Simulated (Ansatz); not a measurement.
Base system: BeO in the wurtzite structure (space group P6_3mc, No. 186; a = 2.690 Å, c = 4.370 Å). Axes: x lies along a and z along c of the hexagonal cell.

Calculations: r2SCAN (Ansatz, a quantum-chemistry and plane-wave program; PAW; 500 eV plane waves; spin-orbit coupling left out).

One thing is altered: uniaxial strain ε_yy = −5.69 %, all other strain components held at zero, atoms relaxed at fixed cell.

### Question
Predict the stress tensor and what it implies for the stiffness.

### Answer
Stress of the strained cell less that of the base (GPa, compression positive):
```
   9.55    0.00    0.00
   0.00   29.57    0.00
   0.00    0.00    5.18
```

Then −Δσ_ii/ε with ε = -0.0569 gives secant stiffness values (nonlinear terms included at this strain): C22 ≈ 520 GPa, C12 ≈ 168 GPa and C23 ≈ 91 GPa.

As a check, the harmonic strain energy −½ V₀ Δσ:ε is 36 meV/atom; the computed energy rise is 35 meV/atom.

Stability against distortions was not tested.
